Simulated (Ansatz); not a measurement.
**Iridium, fcc under revPBE: from relaxation to bulk modulus, part 1 of 2**

Aim: take iridium in the fcc structure, relax it, solve it on a dense k-mesh, switch on spin-orbit coupling, then scale the cell to 7 volumes from 88 to 112 % of the relaxed one and try a fit of the equation of state. The k-meshes are 14×14×14 for the relaxation; 23×23×23 for the dense run; 14×14×14 for spin-orbit coupling; 23×23×23 for the volumes. It starts from a deposited cell (COD).

Program: Ansatz 0.2.0. Level of theory: DFT revPBE, plane waves (420 eV) with PAW, scalar-relativistic; PBE-made PAW files. These are calculated values, not measurements.

## Step 1: The system as given

Symmetry: Fm-3m, No. 225, cubic system. The conventional cell has a = 3.839 Å, b = 3.839 Å, c = 3.839 Å, α = 90.00°, β = 90.00°, γ = 90.00°. Ir (site symmetry m-3m) is surrounded by 12 Ir at 2.71 Å.

Coordinates:

```xyz
1
Lattice="0.0000 1.9197 1.9197 1.9197 0.0000 1.9197 1.9197 1.9197 0.0000" Properties=species:S:1:pos:R:3 pbc="T T T"
Ir    0.0000    0.0000    0.0000
```

## Step 2: Geometry optimisation

Input file input.yaml:

```yaml
crystal:
  lattice:
    - [0.0, 1.9197, 1.9197]
    - [1.9197, 0.0, 1.9197]
    - [1.9197, 1.9197, 0.0]
  atoms:
    - { symbol: Ir, position: [0.0, 0.0, 0.0] }
hamiltonian:
  xc: revpbe
  pseudopotentials:
    kind: paw
    azcp:
      Ir: "pseudopotentials/Ir.paw.azcp"
basis:
  ecutwfc: 420
  fft_grid_basis: typed
kpoints:
  mp_grid: { grid: [14, 14, 14], shift: [0, 0, 0] }
magnetization:
  spin_polarized: false
scf:
  occupations: { method: fermi_dirac, width: 0.1 }
relax:
  max_steps: 60
  f_tol: 0.01
  cell: {}
```

The log of the run:

```text
Engine: ansatz 0.2.0, x86_64-unknown-linux-gnu
Pseudopotentials: kind: paw
Pseudopotential: Ir, paw, valence charge 17, recommended cutoff 420 eV (normal), <dir>
Functional definition: revPBE
  parameter kappa = 1.245
  parameter beta = 0.06672455060314922
  exchange = pbe_x(kappa = kappa, mu = beta*pi^2/3)
  correlation = pbe_c(beta = beta)
Crystal: 1 atoms, lattice volume = 14.149 Å³
Basis set: ecut = 420 eV, 283 PW (Γ), exchange–correlation on 40×40×40 points (8 copies of the dense FFT grid, shifted against one another)
Bands: 13, of which v1, the nominal top of the filled ones, is band 9 counted from 1 (8 counted from 0)
Symmetry: 48 space group operations
Space group: Fm-3m (ITA 225), of the structure as read, at distance tolerance 2.4e-5 Å
k-points: 104 of 2744
Non-local potential: Ir, projectors of the file, l = 0: 3, l = 1: 2, l = 2: 2, l = 3: 1
PAW form: soft (Blöchl's): semilocal exchange-correlation on the pseudo side does not see the compensation charge
PAW frozen core: Ir, regenerated for the run's functional, and the local potential with it (the file was generated under x = pbe(κ = 0.804, μ = 0.2195149727645171), c = pbe(β = 0.06672455060314922))
PAW one-centre angular grid: Ir, 590 points (default); XC on 64 Gauss nodes
Initial density: superposition of atomic densities (neutral atoms: chi_scale 0, normalization atom), corrected by the library's trained network
Initial wavefunctions: pseudopotential atomic-orbital guess
Functional: x = revpbe(κ = 1.245, μ = 0.2195149727645171), c = pbe(β = 0.06672455060314922)
SCF iter   1: F=—  HF=-11944.871182 eV  |F-HF|=—  |Δ(HF+E_count)|=         —  Δρ=4.26e-3  dr2=5.65e-4  ethr=1.77e-3  ⟨swp⟩=5.0  Hψ=6838  notcnv=0
preconditioner: auto → none  [metal: Δε(μ)=0.054 eV  Ē_g=14.300 eV  σ=0.100 eV  W_gap=0.13  n_scr=0 (ndim 8)  ℏωp=29.6 eV  f_vac=0.000  D(μ)=1.09/eV (n_scr^D=14)]
SCF iter   2: F=—  HF=-11944.871843 eV  |F-HF|=—  |Δ(HF+E_count)|=   6.61e-4  Δρ=2.10e-3  dr2=9.88e-5  ethr=3.33e-6  ⟨swp⟩=2.1  Hψ=2665  notcnv=0
SCF iter   3: F=—  HF=-11944.872105 eV  |F-HF|=—  |Δ(HF+E_count)|=   2.62e-4  Δρ=9.07e-4  dr2=1.81e-5  ethr=5.81e-7  ⟨swp⟩=2.2  Hψ=1784  notcnv=0
SCF iter   4: F=—  HF=-11944.872166 eV  |F-HF|=—  |Δ(HF+E_count)|=   6.07e-5  Δρ=4.59e-5  dr2=1.74e-7  ethr=1.07e-7  ⟨swp⟩=2.0  Hψ=1843  notcnv=0
iter 5 did not close the SCF: its close was put off for the readings that it lacked (scf_convergence_deferred on its scf_iter line)
SCF iter   5: F=-11944.872166 eV  HF=-11944.872166 eV  |F-HF|=1.41e-9  |Δ(HF+E_count)|=   1.36e-8  Δρ=1.26e-5  dr2=1.01e-8  ethr=1.03e-9  ⟨swp⟩=2.3  Hψ=1964  notcnv=0
SCF iter   6: F=-11944.872166 eV  HF=-11944.872166 eV  |F-HF|=6.00e-11  |Δ(HF+E_count)|=  9.15e-10  Δρ=8.48e-7  dr2=6.90e-11  ethr=5.94e-11  ⟨swp⟩=2.0  Hψ=4081  notcnv=0
SCF 1 converged in 6 iterations: F = -11944.872166 eV  dr2 = 6.90e-11
relax step   1: F+E_penalty+E_count = -11944.87216571 eV  Δ(F+E_penalty+E_count) = +0.000e0 eV  max|allowed force component| = 0.000e0 eV/Å  Δτ_max = 0.0000 Å  P = +12.444 GPa  Ω = 14.149 Å³  (6 SCF iters, dr2 threshold 1.00e-7 eV, accepted)
Crystal: 1 atoms, lattice volume = 15.498 Å³
Basis set: ecut = 420 eV, 307 PW (Γ), exchange–correlation on 40×40×40 points (8 copies of the dense FFT grid, shifted against one another)
Initial density: handed on by an earlier stage of this run
Initial wavefunctions: those handed on with the density
iter 1 solved again at ethr=1.32e-5 eV; its pass at ethr=3.10e-3 eV (dr2=2.24e-3 eV) is discarded
SCF iter   1: F=—  HF=-11944.843765 eV  |F-HF|=—  |Δ(HF+E_count)|=         —  Δρ=4.46e-3  dr2=2.29e-3  ethr=1.32e-5  ⟨swp⟩=1.0  Hψ=9273  notcnv=0
preconditioner: auto → none  [metal: Δε(μ)=0.042 eV  Ē_g=13.234 eV  σ=0.100 eV  W_gap=0.10  n_scr=8 (ndim 8)  ℏωp=28.3 eV  f_vac=0.000  D(μ)=1.22/eV (n_scr^D=14)]
SCF iter   2: F=—  HF=-11944.843358 eV  |F-HF|=—  |Δ(HF+E_count)|=   4.07e-4  Δρ=1.76e-3  dr2=1.41e-4  ethr=1.32e-5  ⟨swp⟩=2.1  Hψ=1831  notcnv=0
SCF iter   3: F=—  HF=-11944.843402 eV  |F-HF|=—  |Δ(HF+E_count)|=   4.40e-5  Δρ=8.11e-4  dr2=2.88e-5  ethr=8.31e-7  ⟨swp⟩=2.0  Hψ=2122  notcnv=0
SCF iter   4: F=—  HF=-11944.843423 eV  |F-HF|=—  |Δ(HF+E_count)|=   2.12e-5  Δρ=4.57e-5  dr2=1.02e-7  ethr=5.88e-10  ⟨swp⟩=3.7  Hψ=5427  notcnv=0
SCF iter   5: F=-11944.843423 eV  HF=-11944.843423 eV  |F-HF|=2.53e-10  |Δ(HF+E_count)|=   4.32e-8  Δρ=2.51e-6  dr2=4.76e-10  ethr=5.88e-10  ⟨swp⟩=4.0  Hψ=3837  notcnv=0
SCF 2 converged in 5 iterations: F = -11944.843423 eV  dr2 = 4.76e-10
relax step   2: F+E_penalty+E_count = -11944.84342341 eV  Δ(F+E_penalty+E_count) = +2.874e-2 eV  max|allowed force component| = 0.000e0 eV/Å  Δτ_max = 0.0000 Å  P = -16.384 GPa  Ω = 15.498 Å³  energy of the carried Pulay correction = -7.846e-4 eV  (5 SCF iters, dr2 threshold 1.00e-7 eV, rejected (line search))
Crystal: 1 atoms, lattice volume = 14.701 Å³
iter 1 solved again at ethr=6.15e-6 eV; its pass at ethr=3.10e-3 eV (dr2=1.05e-3 eV) is discarded
SCF iter   1: F=—  HF=-11944.890201 eV  |F-HF|=—  |Δ(HF+E_count)|=         —  Δρ=2.69e-3  dr2=7.82e-4  ethr=6.15e-6  ⟨swp⟩=1.1  Hψ=9382  notcnv=0
preconditioner: auto → none  [metal: Δε(μ)=0.050 eV  Ē_g=13.838 eV  σ=0.100 eV  W_gap=0.12  n_scr=0 (ndim 8)  ℏωp=29.1 eV  f_vac=0.000  D(μ)=1.14/eV (n_scr^D=14)]
SCF iter   2: F=—  HF=-11944.890023 eV  |F-HF|=—  |Δ(HF+E_count)|=   1.78e-4  Δρ=9.97e-4  dr2=4.03e-5  ethr=4.60e-6  ⟨swp⟩=2.1  Hψ=1824  notcnv=0
SCF iter   3: F=—  HF=-11944.890032 eV  |F-HF|=—  |Δ(HF+E_count)|=   8.53e-6  Δρ=4.65e-4  dr2=8.47e-6  ethr=2.37e-7  ⟨swp⟩=1.8  Hψ=1937  notcnv=0
SCF iter   4: F=—  HF=-11944.890041 eV  |F-HF|=—  |Δ(HF+E_count)|=   8.82e-6  Δρ=2.25e-5  dr2=2.53e-8  ethr=4.98e-8  ⟨swp⟩=2.0  Hψ=1750  notcnv=0
SCF iter   5: F=—  HF=-11944.890041 eV  |F-HF|=—  |Δ(HF+E_count)|=   7.06e-7  Δρ=1.85e-6  dr2=2.58e-10  ethr=1.49e-10  ⟨swp⟩=2.3  Hψ=2183  notcnv=0
SCF iter   6: F=-11944.890041 eV  HF=-11944.890041 eV  |F-HF|=1.82e-12  |Δ(HF+E_count)|=  7.28e-11  Δρ=1.04e-7  dr2=1.05e-12  ethr=1.00e-12  ⟨swp⟩=5.2  Hψ=5128  notcnv=0
SCF 3 converged in 6 iterations: F = -11944.890041 eV  dr2 = 1.05e-12
relax step   3: F+E_penalty+E_count = -11944.89004133 eV  Δ(F+E_penalty+E_count) = -1.788e-2 eV  max|allowed force component| = 0.000e0 eV/Å  Δτ_max = 0.0000 Å  P = -1.351 GPa  Ω = 14.701 Å³  energy of the carried Pulay correction = -3.301e-4 eV  (6 SCF iters, accepted)
Crystal: 1 atoms, lattice volume = 14.645 Å³
iter 1 solved again at ethr=1.69e-8 eV; its pass at ethr=3.10e-3 eV (dr2=2.88e-6 eV) is discarded
SCF iter   1: F=—  HF=-11944.890328 eV  |F-HF|=—  |Δ(HF+E_count)|=         —  Δρ=1.83e-4  dr2=3.39e-6  ethr=1.69e-8  ⟨swp⟩=2.0  Hψ=8578  notcnv=0
preconditioner: auto → none  [metal: Δε(μ)=0.048 eV  Ē_g=13.887 eV  σ=0.100 eV  W_gap=0.12  n_scr=0 (ndim 8)  ℏωp=29.1 eV  f_vac=0.000  D(μ)=1.13/eV (n_scr^D=14)]
SCF iter   2: F=—  HF=-11944.890327 eV  |F-HF|=—  |Δ(HF+E_count)|=   1.14e-6  Δρ=7.34e-5  dr2=2.15e-7  ethr=1.69e-8  ⟨swp⟩=2.1  Hψ=1866  notcnv=0
SCF iter   3: F=-11944.890327 eV  HF=-11944.890327 eV  |F-HF|=3.30e-8  |Δ(HF+E_count)|=   8.65e-8  Δρ=3.33e-5  dr2=4.36e-8  ethr=5.88e-10  ⟨swp⟩=3.8  Hψ=3814  notcnv=0
SCF 4 converged in 3 iterations: F = -11944.890327 eV  dr2 = 4.36e-8
relax step   4: F+E_penalty+E_count = -11944.89032748 eV  Δ(F+E_penalty+E_count) = -2.862e-4 eV  max|allowed force component| = 0.000e0 eV/Å  Δτ_max = 0.0000 Å  P = -0.093 GPa  Ω = 14.645 Å³  energy of the carried Pulay correction = -2.972e-4 eV  (3 SCF iters, dr2 threshold 1.00e-7 eV, accepted)
Crystal: 1 atoms, lattice volume = 14.641 Å³
iter 1 solved again at ethr=5.50e-10 eV; its pass at ethr=3.10e-3 eV (dr2=9.36e-8 eV) is discarded
SCF iter   1: F=—  HF=-11944.890332 eV  |F-HF|=—  |Δ(HF+E_count)|=         —  Δρ=4.42e-5  dr2=9.59e-8  ethr=5.50e-10  ⟨swp⟩=2.1  Hψ=8525  notcnv=0
preconditioner: auto → none  [metal: Δε(μ)=0.047 eV  Ē_g=13.891 eV  σ=0.100 eV  W_gap=0.12  n_scr=0 (ndim 8)  ℏωp=29.1 eV  f_vac=0.000  D(μ)=1.13/eV (n_scr^D=14)]
SCF iter   2: F=-11944.890331 eV  HF=-11944.890331 eV  |F-HF|=1.51e-8  |Δ(HF+E_count)|=   5.04e-7  Δρ=2.21e-5  dr2=1.84e-8  ethr=1.26e-10  ⟨swp⟩=2.3  Hψ=4510  notcnv=0
SCF 5 converged in 2 iterations: F = -11944.890331 eV  dr2 = 1.84e-8
relax step   5: F+E_penalty+E_count = -11944.89033109 eV  Δ(F+E_penalty+E_count) = -3.610e-6 eV  max|allowed force component| = 0.000e0 eV/Å  Δτ_max = 0.0000 Å  P = +0.001 GPa  Ω = 14.641 Å³  energy of the carried Pulay correction = -2.948e-4 eV  (2 SCF iters, dr2 threshold 2.15e-8 eV, accepted)
Initial wavefunctions: pseudopotential atomic-orbital guess (no wavefunctions were taken with the density)
iter 1 solved again at ethr=3.47e-8 eV; its pass at ethr=3.10e-3 eV (dr2=5.89e-6 eV) is discarded
SCF iter   1: F=—  HF=-11944.890561 eV  |F-HF|=—  |Δ(HF+E_count)|=         —  Δρ=2.07e-4  dr2=3.75e-7  ethr=3.47e-8  ⟨swp⟩=3.0  Hψ=10346  notcnv=0
SCF iter   2: F=—  HF=-11944.890571 eV  |F-HF|=—  |Δ(HF+E_count)|=   1.04e-5  Δρ=1.02e-4  dr2=8.04e-8  ethr=2.20e-9  ⟨swp⟩=2.0  Hψ=2239  notcnv=0
SCF iter   3: F=—  HF=-11944.890574 eV  |F-HF|=—  |Δ(HF+E_count)|=   2.46e-6  Δρ=1.02e-5  dr2=6.59e-9  ethr=4.73e-10  ⟨swp⟩=2.3  Hψ=2211  notcnv=0
SCF iter   4: F=—  HF=-11944.890574 eV  |F-HF|=—  |Δ(HF+E_count)|=   1.41e-8  Δρ=2.51e-6  dr2=1.56e-10  ethr=3.88e-11  ⟨swp⟩=2.4  Hψ=2041  notcnv=0
SCF iter   5: F=-11944.890574 eV  HF=-11944.890574 eV  |F-HF|=5.46e-12  |Δ(HF+E_count)|=  9.44e-10  Δρ=1.47e-7  dr2=8.62e-13  ethr=1.00e-12  ⟨swp⟩=3.1  Hψ=5596  notcnv=0
SCF 6 converged in 5 iterations: F = -11944.890574 eV  dr2 = 8.62e-13
relax step   6: F+E_penalty+E_count = -11944.89057386 eV  Δ(F+E_penalty+E_count) = -2.428e-4 eV  max|allowed force component| = 0.000e0 eV/Å  Δτ_max = 0.0000 Å  P = -0.034 GPa  Ω = 14.641 Å³  stress off target by 3.41e-2 GPa  SCF on the basis re-selected at this cell (its energy is not comparable with the rows above)  (5 SCF iters)
basis re-selected at this cell: Δ(F+E_penalty+E_count) = -2.428e-4 eV, ΔP = -0.035 GPa vs the last step (what re-selecting the basis moved, of the pressure what is left beyond the Pulay correction that the steps carried, after the strain that the cell walked since its last selection, with what the two solves' SCF thresholds leave and, on support functions, any second-order correction that the steps lacked; it is no measure of the basis error at this ecutwfc). This SCF's stress stands 3.41e-2 GPa from its target on what of the cell is left free (relax.cell.stress_tol is 5.00e-2 GPa) and its largest allowed force component is 0.00e0 eV/Å (relax.f_tol is 1.00e-2 eV/Å): within both
SCF converged after 5 iterations
Free energy (F): -11944.890574 eV
Harris-Foulkes:  -11944.890574 eV  (|F-HF|=5.46e-12)
Internal energy: -11944.854344 eV  (E = F + TS)
E sigma→0 (E₀):  -11944.872459 eV
Entropy (-TS):   -0.036230 eV (-36.230 meV/atom)
Fermi energy:    24.718664 eV
--- Per-component energies (eV) ---
  E_band       = -97.396780
  E_kinetic    = 622.100982
  E_local      = -1102.675366  (includes V_loc(G=0)·N_el)
  E_nonlocal   = 71.920311
  E_hartree    = 420.998734
  E_xc         = -267.860954
  E_vxc        = -299.659737  (∫ρ·V_xc dr)
  E_paw        = -9232.725483  (= ΣΔE_a)
  E_vpaw       = -231.080494  (= ΣTr[D̂ρ^β])
  E_aug_tail   = 0.000059  (compensation charges beyond the density's cutoff)
  E_ewald      = -2456.589435
  E_core_change = -0.023195  (= ΣΔE_core)
  E_smearing   = -0.036230  (= −TS)
  E_closure    = 0.000000  (closes the sum)
  Σ components = -11944.890574   (vs F -11944.890574, Δ=0.00e0)
--- Forces (eV/Å), atoms counted from 1 ---
  atom   1  Ir    -0.00000000    -0.00000000     0.00000000
  max |Σ_I F_I| component: 4.11e-32 eV/Å
--- Stress (GPa, compression-positive) ---
       -0.034142      -0.000000      -0.000000
       -0.000000      -0.034142       0.000000
       -0.000000       0.000000      -0.034142
  P = ⅓ Tr σ = -0.0341 GPa (-0.341 kbar)
--- Relaxed structure (5 steps of the walk, 4 accepted, 1 SCFs on fresh bases) ---
  F+E_penalty+E_count = -11944.89057386 eV   max|allowed force component| = 0.000e0 eV/Å   (the final SCF, on the basis selected at the relaxed cell)
  cell:  # Å, volume = 14.6413 Å³
    - [-5.171007037428936e-34, 1.9417054381992422, 1.9417054381992422]
    - [1.9417054381992422, -5.758167897192034e-34, 1.9417054381992422]
    - [1.9417054381992422, 1.9417054381992422, -1.6102171775830207e-34]
  atoms:
    - { symbol: Ir, position: [0.0, 0.0, 0.0] }
```

Wall time 9.5 s (2 threads of an x86-64 CPU, shared host); peak memory 0.5 GiB.

The steps of the relaxation:

```
step  energy change (meV/atom)  largest force (eV/Å)  pressure (GPa)  volume (Å³/atom)  accepted
   1                      0.00                0.0000           12.44            14.149       yes
   2                     28.74                0.0000          -16.38            15.498        no
   3                    -17.88                0.0000           -1.35            14.701       yes
   4                    -18.16                0.0000           -0.09            14.645       yes
   5                    -18.17                0.0000            0.00            14.641       yes
   6                    -18.41                0.0000           -0.03            14.641       yes
```

Steps that repeat a cell are solved on a basis chosen anew, so their changes of energy are no gain of the relaxation.

The cell of the run, before and after:

|  | before | after | change |
| --- | --- | --- | --- |
| a (Å) | 2.715 | 2.746 | +1.1 % |
| b (Å) | 2.715 | 2.746 | +1.1 % |
| c (Å) | 2.715 | 2.746 | +1.1 % |
| volume (Å³/atom) | 14.149 | 14.641 | +3.5 % |
| shortest distance (Å) | 2.715 | 2.746 | +1.1 % |
| space group (spins left aside) | Fm-3m | Fm-3m | same |

## Step 3: Single point on a dense mesh

Input file input.yaml:

```yaml
crystal:
  lattice:
    - [0.0, 1.9417054382, 1.9417054382]
    - [1.9417054382, 0.0, 1.9417054382]
    - [1.9417054382, 1.9417054382, 0.0]
  atoms:
    - { symbol: Ir, position: [0.0, 0.0, 0.0] }
hamiltonian:
  xc: revpbe
  pseudopotentials:
    kind: paw
    azcp:
      Ir: "pseudopotentials/Ir.paw.azcp"
basis:
  ecutwfc: 420
  fft_grid_basis: typed
kpoints:
  mp_grid: { grid: [23, 23, 23], shift: [0, 0, 0] }
magnetization:
  spin_polarized: false
scf:
  occupations: { method: fermi_dirac, width: 0.1 }
```

The log of the run, cut to the lines that bear on the results:

```text
[...]
[... 3 set-up lines as earlier in the session ...]
[...]
Crystal: 1 atoms, lattice volume = 14.641 Å³
Basis set: ecut = 420 eV, 283 PW (Γ)
Bands: 13, of which v1, the nominal top of the filled ones, is band 9 counted from 1 (8 counted from 0)
[... 2 set-up lines as earlier in the session ...]
k-points: 364 of 12167
[...]
SCF iter   1: F=—  HF=-11944.895641 eV  |F-HF|=—  |Δ(HF+E_count)|=         —  Δρ=4.04e-3  dr2=4.11e-4  ethr=1.77e-3  ⟨swp⟩=5.0  Hψ=23640  notcnv=0
[...]
SCF iter   6: F=-11944.896760 eV  HF=-11944.896760 eV  |F-HF|=2.44e-10  |Δ(HF+E_count)|=  2.98e-10  Δρ=1.45e-6  dr2=2.92e-10  ethr=1.46e-10  ⟨swp⟩=1.0  Hψ=12322  notcnv=0
[...]
SCF converged after 6 iterations
Free energy (F): -11944.896760 eV
[...]
E sigma→0 (E₀):  -11944.881665 eV
Entropy (-TS):   -0.030191 eV (-30.191 meV/atom)
Fermi energy:    24.761381 eV
[...]
```

Wall time 4.2 s (2 threads of an x86-64 CPU, shared host); peak memory 0.53 GiB.

## Step 4: With spin-orbit coupling

input.yaml, as its differences from that of step 3:

```diff
@@ -10,3 +10,3 @@
   pseudopotentials:
-    kind: paw
+    kind: paw_fr
     azcp:
@@ -17,5 +17,6 @@
 kpoints:
-  mp_grid: { grid: [23, 23, 23], shift: [0, 0, 0] }
+  mp_grid: { grid: [14, 14, 14], shift: [0, 0, 0] }
 magnetization:
-  spin_polarized: false
+  noncollinear: true
+  spin_orbit: true
 scf:
```

The log of the run, cut to the lines that bear on the results:

```text
[...]
Pseudopotentials: kind: paw_fr
Pseudopotential: Ir, paw_fr, valence charge 17, recommended cutoff 420 eV (normal), <dir>
[... 1 set-up line as earlier in the session ...]
[...]
non-collinear run that drives no moment, with spin-orbit: no starting moment large enough to seed its density (crystal.atoms[].spin), no starting occupations that ask for one, no magnetisation constraint and no magnetic field, so the semilocal B_xc is pinned to zero
Crystal: 1 atoms, lattice volume = 14.641 Å³
Basis set: ecut = 420 eV, 283 PW (Γ)
Bands: 26, of which v1, the nominal top of the filled ones, is band 17 counted from 1 (16 counted from 0)
Symmetry: 48 space group operations + 48 with time reversal
Magnetic group: BNS 225.117 (UNI 1619), of the structure as read, at distance tolerance 2.4e-5 Å
k-points: 104 of 2744
Projection manifold: j_resolved (fully-relativistic pseudo-atomic orbitals)
[...]
SCF iter   1: F=—  HF=-11976.794589 eV  |F-HF|=—  |Δ(HF+E_count)|=         —  Δρ=4.63e-2  dr2=2.24e-1  dr2_m=0.00e0 (ungated)  ethr=3.10e-3  |M|=0.00e0 ∫|m|=0.00e0 μB  |m|>n=0.0e0 m-floor=0.0e0 τ_xc=0.0e0  β_m=0.30  ⟨swp⟩=6.0  Hψ=6419  notcnv=0  defer=68
[...]
SCF iter   6: F=-11976.726232 eV  HF=-11976.726232 eV  |F-HF|=2.67e-10  |Δ(HF+E_count)|=   7.36e-8  Δρ=4.16e-6  dr2=8.28e-10  dr2_m=0.00e0 (ungated)  ethr=5.88e-10  |M|=0.00e0 ∫|m|=0.00e0 μB  |m|>n=0.0e0 m-floor=0.0e0 τ_xc=0.0e0  ⟨swp⟩=2.0  Hψ=2666  notcnv=0
[...]
SCF converged after 6 iterations
Magnetization: |M| = 0.0000 μB,  M = (+0.0000, +0.0000, +0.0000) μB
Absolute magnetization: 0.0000 μB (∫|m|)
  site 0: m = (+0.0000, +0.0000, +0.0000) μB, |m| = 0.0000 μB  (R = 1.13 Å)
Free energy (F): -11976.726232 eV
[...]
E sigma→0 (E₀):  -11976.708793 eV
Entropy (-TS):   -0.034878 eV (-34.878 meV/atom)
Fermi energy:    24.786454 eV
[...]
```

It took 5.3 s on 2 threads of an x86-64 CPU, shared host; peak memory 0.49 GiB.

Side by side:

```csv
,scalar-relativistic,with spin-orbit coupling
k-mesh,23×23×23,14×14×14
gap on the mesh,none (levels filled in part),none (levels filled in part)
```

The meshes differ, so small differences between the columns need not come from spin-orbit coupling.

## Step 5: The cell scaled to 88 % of its volume

Input file input.yaml:

```yaml
crystal:
  lattice:
    - [0.0, 1.8607051986, 1.8607051986]
    - [1.8607051986, 0.0, 1.8607051986]
    - [1.8607051986, 1.8607051986, 0.0]
  atoms:
    - { symbol: Ir, position: [0.0, 0.0, 0.0] }
hamiltonian:
  xc: revpbe
  pseudopotentials:
    kind: paw
    azcp:
      Ir: "pseudopotentials/Ir.paw.azcp"
basis:
  ecutwfc: 420
  fft_grid_basis: typed
kpoints:
  mp_grid: { grid: [23, 23, 23], shift: [0, 0, 0] }
magnetization:
  spin_polarized: false
scf:
  occupations: { method: fermi_dirac, width: 0.1 }
output:
  stress: true
```

The log of the run, cut to the lines that bear on the results:

```text
[...]
[... 3 set-up lines as earlier in the session ...]
[...]
Crystal: 1 atoms, lattice volume = 12.884 Å³
Basis set: ecut = 420 eV, 259 PW (Γ)
Bands: 13, of which v1, the nominal top of the filled ones, is band 9 counted from 1 (8 counted from 0)
[... 1 set-up line as earlier in the session ...]
Space group: Fm-3m (ITA 225), of the structure as read, at distance tolerance 2.3e-5 Å
k-points: 364 of 12167
[...]
SCF iter   1: F=—  HF=-11944.614534 eV  |F-HF|=—  |Δ(HF+E_count)|=         —  Δρ=5.29e-3  dr2=1.08e-3  ethr=1.77e-3  ⟨swp⟩=5.0  Hψ=24002  notcnv=0
[...]
SCF iter   6: F=-11944.614539 eV  HF=-11944.614539 eV  |F-HF|=1.87e-10  |Δ(HF+E_count)|=  9.84e-10  Δρ=2.03e-6  dr2=3.25e-10  ethr=3.32e-11  ⟨swp⟩=2.0  Hψ=14125  notcnv=0
[...]
SCF converged after 6 iterations
Free energy (F): -11944.614539 eV
[...]
E sigma→0 (E₀):  -11944.602869 eV
Entropy (-TS):   -0.023341 eV (-23.341 meV/atom)
Fermi energy:    29.026429 eV
[...]
--- Stress (GPa, compression-positive) ---
       58.821243      -0.000000       0.000000
       -0.000000      58.821243       0.000000
       -0.000000      -0.000000      58.821243
  P = ⅓ Tr σ = 58.8212 GPa (588.212 kbar)
```

Wall time 4.4 s (2 threads of an x86-64 CPU, shared host); peak memory 0.54 GiB.

## Step 6: The cell scaled to 92 % of its volume

input.yaml, as its differences from that of step 5:

```diff
@@ -2,5 +2,5 @@
   lattice:
-    - [0.0, 1.8607051986, 1.8607051986]
-    - [1.8607051986, 0.0, 1.8607051986]
-    - [1.8607051986, 1.8607051986, 0.0]
+    - [0.0, 1.888481013, 1.888481013]
+    - [1.888481013, 0.0, 1.888481013]
+    - [1.888481013, 1.888481013, 0.0]
   atoms:
```

The log of the run, cut to the lines that bear on the results:

```text
[...]
[... 3 set-up lines as earlier in the session ...]
[...]
Crystal: 1 atoms, lattice volume = 13.470 Å³
Basis set: ecut = 420 eV, 259 PW (Γ)
Bands: 13, of which v1, the nominal top of the filled ones, is band 9 counted from 1 (8 counted from 0)
[... 2 set-up lines as earlier in the session ...]
k-points: 364 of 12167
[...]
SCF iter   1: F=—  HF=-11944.782200 eV  |F-HF|=—  |Δ(HF+E_count)|=         —  Δρ=4.68e-3  dr2=8.10e-4  ethr=1.77e-3  ⟨swp⟩=5.0  Hψ=23818  notcnv=0
[...]
SCF iter   6: F=-11944.782750 eV  HF=-11944.782750 eV  |F-HF|=3.27e-11  |Δ(HF+E_count)|=  7.20e-10  Δρ=1.07e-6  dr2=6.81e-11  ethr=1.00e-11  ⟨swp⟩=1.3  Hψ=14209  notcnv=0
[...]
SCF converged after 6 iterations
Free energy (F): -11944.782750 eV
[...]
E sigma→0 (E₀):  -11944.770020 eV
Entropy (-TS):   -0.025460 eV (-25.460 meV/atom)
Fermi energy:    27.484081 eV
[...]
--- Stress (GPa, compression-positive) ---
       34.205317       0.000000       0.000000
        0.000000      34.205317       0.000000
        0.000000      -0.000000      34.205317
  P = ⅓ Tr σ = 34.2053 GPa (342.053 kbar)
```

It took 4 s on 2 threads of an x86-64 CPU, shared host; peak memory 0.54 GiB.

(Continued in part 2 of 2.)
